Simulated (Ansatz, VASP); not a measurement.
**GaN in VASP and in Ansatz**

File INCAR:

```
PREC = Accurate
ENCUT = 520
EDIFF = 1E-7
ISMEAR = -1
SIGMA = 0.02
LREAL = False
LASPH = True
NELM = 60
ALGO = Normal
ISIF = 2
LWAVE = False
LCHARG = False
GGA = PS
NBANDS = 16
```

KPOINTS

```
Automatic mesh
0
Gamma
  10 10 10
```

The input POSCAR:

```
GaN
1.0
    0.0000000000      1.9518253216      1.9518253216
    1.9518253216      0.0000000000      1.9518253216
    1.9518253216      1.9518253216      0.0000000000
Ga N
1 1
Direct
    0.5000000000      0.5000000000      0.5000000000
    0.0000000000      0.0000000000      0.0000000000
```

Input for Ansatz:

```yaml
crystal:
  lattice:
    - [0.0, 1.9518253216, 1.9518253216]
    - [1.9518253216, 0.0, 1.9518253216]
    - [1.9518253216, 1.9518253216, 0.0]
  atoms:
    - { symbol: Ga, position: [0.5, 0.5, 0.5] }
    - { symbol: "N", position: [0.0, 0.0, 0.0] }
kpoints:
  mp_grid: { grid: [10, 10, 10] }
  band_path:
    path:
      - [0.0, 0.0, 0.0]
      - [0.5, 0.0, 0.5]
      - [0.625, 0.25, 0.625]
      - [0.375, 0.375, 0.75]
      - [0.0, 0.0, 0.0]
      - [0.5, 0.5, 0.5]
      - [0.5, 0.25, 0.75]
      - [0.5, 0.0, 0.5]
    npoints: 5
scf:
  occupations: { method: fermi_dirac, width: 0.02 }
hamiltonian:
  xc: pbesol
  pseudopotentials: { kind: all_electron, lapw: { basis_error: 0.00025 } }
output:
  forces: true
  stress: true
  eigenvalues: true
```

Change from the starting cell: volume scaled by 0.94.

Alike in both runs: task single point; functional PBEsol; k mesh 10 × 10 × 10; occupations fermi-dirac, width 0.02 eV; no spin polarisation.

|  | VASP | Ansatz |
| --- | --- | --- |
| version | VASP 6.6.1 | Ansatz 0.2.0 |
| potentials or method | VASP PAW PBE potentials, release 64 (Ga_d, N) | all-electron LAPW, scalar-relativistic |
| plane-wave cutoff (eV) | 520 | see its input |

|  | VASP | Ansatz | Ansatz less VASP |
| --- | --- | --- | --- |
| gap on the k mesh at the Fermi level (eV) | 2.18 | 2.20 | +0.015 |
| pressure (GPa) | 92.5 | 91.7 | -0.85 |

Ansatz ran all-electron here, so the differences hold the error of VASP's frozen core and of both bases.

Caveats: the cell as given lies far from equilibrium; so large a pressure means that the cell lies far from this level's equilibrium, or that cutoff or potentials fall short (VASP); the potentials were made for another functional, which shifts forces and pressure (VASP). A k mesh can miss the band edges.
